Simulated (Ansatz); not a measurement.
## Eigenvalues along a path: Bi (beta tin type)

```
Bi
1.0
    -3.01430    3.01430    1.59448
     3.01430   -3.01430    1.59448
     3.01430    3.01430   -1.59448
Bi
2
Direct
  0.62500 0.87500 0.75000
  0.37500 0.12500 0.25000
```

The cell comes from a relaxation on PAW files under the same functional, begun from a prototype that needn't be the stable phase.

All numbers are PBE results (scalar-relativistic) from Ansatz 0.2.0, with a Γ-centred 13×13×13 k mesh, Fermi–Dirac smearing of 0.08 eV, no spin polarisation. Methods: LAPW: all electrons, basis error target 1 meV/atom.

This run: volume at 0.85 of the series' base cell.

Spin–orbit coupling is left out, which matters for the heavy atoms.

Path points, in fractions of the reciprocal vectors: Γ (0.000, 0.000, 0.000), X (0.000, 0.000, 0.500), M (-0.500, 0.500, 0.500), Z (0.320, 0.320, -0.320), Z0 (-0.320, 0.680, 0.320), P (0.250, 0.250, 0.250). The distance column jumps between branches of the path. Levels in eV from the Fermi level; bands 23 to 43, counted from the lowest band of the run. The gap is zero, the pressure 11.39 GPa.

```
# k(1/Å) point b23 b24 b25 b26 b27 b28 b29 b30 b31 b32 b33 b34 b35 b36 b37 b38 b39 b40 b41 b42 b43
0.000 Γ -23.31 -23.25 -23.18 -23.16 -22.96 -22.96 -22.95 -22.95 -22.87 -22.74 -14.31 -9.01 -3.62 -3.62 2.38 3.87 3.87 5.08 5.12 7.84 8.86
0.184 - -23.30 -23.25 -23.19 -23.15 -22.97 -22.95 -22.95 -22.94 -22.88 -22.75 -14.18 -9.40 -3.45 -3.37 2.89 3.02 3.08 4.99 5.06 8.86 9.53
0.368 - -23.25 -23.25 -23.20 -23.11 -22.99 -22.94 -22.94 -22.93 -22.90 -22.79 -13.81 -10.32 -2.96 -2.78 1.56 1.66 4.33 4.71 4.81 9.15 9.16
0.553 - -23.25 -23.22 -23.19 -23.07 -23.04 -22.96 -22.93 -22.92 -22.91 -22.84 -13.20 -11.38 -2.16 -1.99 0.17 0.21 4.48 4.54 6.44 8.92 8.93
0.737 X -23.24 -23.24 -23.11 -23.11 -23.01 -23.01 -22.92 -22.92 -22.88 -22.88 -12.37 -12.37 -1.09 -1.09 -1.01 -1.01 4.41 4.41 8.84 8.84 8.98
0.921 - -23.24 -23.24 -23.10 -23.10 -23.01 -23.01 -22.93 -22.93 -22.89 -22.89 -12.29 -12.29 -2.98 -2.98 1.12 1.12 4.30 4.30 9.07 9.07 9.15
1.105 - -23.25 -23.25 -23.07 -23.07 -23.00 -23.00 -22.93 -22.93 -22.91 -22.91 -12.06 -12.06 -4.55 -4.55 3.38 3.38 4.10 4.10 9.35 9.35 9.97
1.290 - -23.25 -23.25 -23.03 -23.03 -23.00 -23.00 -22.94 -22.94 -22.93 -22.93 -11.79 -11.79 -5.63 -5.63 3.84 3.84 5.55 5.55 9.87 9.87 11.00
1.474 M -23.25 -23.25 -23.01 -23.01 -22.99 -22.99 -22.96 -22.96 -22.95 -22.95 -11.67 -11.67 -6.02 -6.02 3.77 3.77 6.52 6.52 10.52 10.52 11.43
1.734 - -23.26 -23.25 -23.09 -23.02 -23.00 -22.98 -22.96 -22.94 -22.92 -22.92 -12.30 -11.42 -5.77 -4.80 3.83 3.92 4.18 5.97 8.37 9.63 10.74
1.995 - -23.26 -23.22 -23.19 -23.08 -22.98 -22.96 -22.96 -22.92 -22.91 -22.84 -13.33 -10.71 -5.06 -2.05 0.56 4.34 4.36 4.95 5.56 8.79 9.87
2.256 - -23.28 -23.25 -23.19 -23.13 -22.96 -22.96 -22.95 -22.94 -22.89 -22.77 -14.06 -9.67 -4.13 -2.32 1.34 3.33 4.16 4.86 4.90 8.39 9.58
2.516 Γ -23.31 -23.25 -23.18 -23.16 -22.96 -22.96 -22.95 -22.95 -22.87 -22.74 -14.31 -9.01 -3.62 -3.62 2.38 3.87 3.87 5.08 5.12 7.84 8.86
2.831 - -23.30 -23.17 -23.15 -23.09 -23.00 -23.00 -22.96 -22.96 -22.87 -22.75 -13.93 -8.73 -3.25 -3.25 1.95 2.15 2.69 3.80 3.80 7.26 7.26
3.147 - -23.27 -23.12 -23.07 -23.07 -23.03 -23.01 -23.01 -22.91 -22.88 -22.76 -12.84 -8.09 -2.41 -2.41 -1.93 -1.32 2.45 2.45 3.62 7.06 7.06
3.462 - -23.23 -23.11 -23.11 -23.08 -23.04 -23.04 -22.98 -22.90 -22.79 -22.77 -11.38 -8.25 -4.52 -2.55 -2.55 -2.35 2.06 2.06 5.20 8.65 8.65
3.777 Z -23.20 -23.08 -23.08 -23.05 -23.05 -23.02 -23.02 -22.93 -22.85 -22.82 -10.83 -9.71 -4.37 -4.06 -4.06 -0.14 3.99 3.99 7.46 9.52 9.52
4.956 Z0 -23.20 -23.08 -23.08 -23.05 -23.05 -23.02 -23.02 -22.93 -22.85 -22.82 -10.83 -9.71 -4.37 -4.06 -4.06 -0.14 3.99 3.99 7.46 9.52 9.52
5.133 - -23.19 -23.11 -23.04 -23.04 -23.04 -23.00 -23.00 -22.95 -22.93 -22.88 -11.10 -10.50 -4.87 -4.87 -2.92 1.87 5.33 5.33 9.04 9.26 9.26
5.311 - -23.20 -23.18 -23.02 -23.00 -23.00 -23.00 -22.97 -22.97 -22.96 -22.93 -11.43 -11.10 -5.50 -5.50 -0.92 4.05 6.29 6.29 9.44 9.44 10.83
5.488 - -23.24 -23.23 -23.03 -23.01 -22.98 -22.98 -22.97 -22.97 -22.95 -22.95 -11.64 -11.49 -5.89 -5.89 1.40 5.27 6.52 6.52 9.86 10.28 10.28
5.666 M -23.25 -23.25 -23.01 -23.01 -22.99 -22.99 -22.96 -22.96 -22.95 -22.95 -11.67 -11.67 -6.02 -6.02 3.77 3.77 6.52 6.52 10.52 10.52 11.43
6.402 X -23.24 -23.24 -23.11 -23.11 -23.01 -23.01 -22.92 -22.92 -22.88 -22.88 -12.37 -12.37 -1.09 -1.09 -1.01 -1.01 4.41 4.41 8.84 8.84 8.98
6.649 - -23.20 -23.20 -23.12 -23.12 -23.01 -23.01 -22.93 -22.93 -22.88 -22.88 -12.15 -12.15 -1.08 -1.08 -0.74 -0.74 2.50 2.50 9.03 9.03 11.03
6.895 - -23.15 -23.15 -23.12 -23.12 -23.00 -23.00 -22.93 -22.93 -22.89 -22.89 -11.53 -11.53 -1.83 -1.83 -0.07 -0.07 0.85 0.85 8.41 8.41 8.94
7.141 - -23.18 -23.18 -23.10 -23.10 -23.00 -23.00 -22.90 -22.90 -22.86 -22.86 -10.64 -10.64 -3.84 -3.84 0.82 0.82 1.24 1.24 6.75 6.75 6.83
7.388 P -23.20 -23.20 -23.11 -23.11 -23.00 -23.00 -22.90 -22.90 -22.82 -22.82 -10.11 -10.11 -4.85 -4.85 1.35 1.35 1.67 1.67 5.86 5.86 5.95
```
